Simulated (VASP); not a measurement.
# SiC (Moissanite 6H): relaxation of cell and atoms with PBE+D3(BJ)

The system is SiC (Moissanite 6H).

```
Si C
1.0
     3.07237    0.00000    0.00000
    -1.53618    2.66075    0.00000
     0.00000    0.00000   15.07680
Si C
6 6
Direct
  0.00000 0.00000 0.12503
  0.00000 0.00000 0.62503
  0.33333 0.66667 0.29183
  0.66667 0.33333 0.79183
  0.33333 0.66667 0.95831
  0.66667 0.33333 0.45831
  0.00000 0.00000 0.99968
  0.00000 0.00000 0.49968
  0.33333 0.66667 0.16683
  0.66667 0.33333 0.66683
  0.33333 0.66667 0.83332
  0.66667 0.33333 0.33332
```

| Quantity | Value |
| --- | --- |
| Program | VASP 6.6.1 |
| Task | relaxation of cell and atoms |
| Functional | PBE |
| Dispersion | D3(BJ) |
| Potentials or basis | VASP PAW PBE potentials, release 64 (Si, C) |
| Cutoff | 600 eV |
| k mesh | 12 × 12 × 2 |
| Occupations | gaussian, width 0.03 eV |
| Spin | no spin polarisation |
| Further INCAR settings | ALGO = Normal; EDIFF = 1e-07; IBRION = 2; EDIFFG = -0.005; NSW = 90; ISIF = 3 |

```yaml
Relaxed_volume: 10.27 Å³/atom
Relaxed_cell: a = 3.072 Å, b = 3.072 Å, c = 15.074 Å, α = 90.00°, β = 90.00°, γ = 120.00°
Space_group_after_relaxing_to_0.05_Å: P6_3mc (No. 186)
Energy_gained_by_relaxing: 0.0 meV/atom
Ionic_steps: 3
Pressure_after_relaxing: 0.0 GPa
Band_gap_on_the_k_mesh: 2.02 eV, indirect (least direct gap 3.12 eV)
Dispersion_energy_per_atom: -0.303 eV
```

Forces in eV/Å, atoms in the order of the input:
```
Si   0.000  0.000  0.002
Si   0.000  0.000  0.002
Si   0.000  0.000  0.000
Si   0.000  0.000  0.000
Si   0.000  0.000  0.002
Si   0.000  0.000  0.002
C    0.000  0.000  0.001
C    0.000  0.000  0.001
C    0.000  0.000 -0.002
C    0.000  0.000 -0.002
C    0.000  0.000 -0.002
C    0.000  0.000 -0.002
```

Final structure:
```
CELL_PARAMETERS angstrom
3.07218 0.00000 0.00000
-1.53609 2.66059 0.00000
0.00000 0.00000 15.07389
ATOMIC_POSITIONS crystal
Si 0.00000 0.00000 0.12503
Si 0.00000 0.00000 0.62503
Si 0.33333 0.66667 0.29182
Si 0.66667 0.33333 0.79182
Si 0.33333 0.66667 0.95831
Si 0.66667 0.33333 0.45831
C 0.00000 0.00000 0.99969
C 0.00000 0.00000 0.49969
C 0.33333 0.66667 0.16683
C 0.66667 0.33333 0.66683
C 0.33333 0.66667 0.83332
C 0.66667 0.33333 0.33332
```

Levels at points of the mesh, in eV from the valence-band top:
| k point | band 22 | band 23 | band 24 | band 25 | band 26 | band 27 |
| --- | --- | --- | --- | --- | --- | --- |
| (0.00, 0.00, 0.00) | -0.04 | 0.00 | 0.00 | 5.25 | 5.42 | 5.83 |
| (0.50, 0.00, 0.00) | -1.79 | -1.67 | -1.10 | 2.02 | 2.22 | 3.23 |
| (0.00, 0.00, 0.50) | -0.10 | -0.10 | -0.10 | 5.31 | 5.31 | 6.06 |
| (0.50, 0.00, 0.50) | -1.72 | -1.31 | -1.31 | 2.07 | 2.07 | 3.45 |

Run time: 82 s on 4 MPI ranks on Intel(R) Xeon(R) Platinum 8488C (Sapphire Rapids), with other jobs on the host, peak memory 0.38 GiB a rank.

A k mesh can miss the band edges.
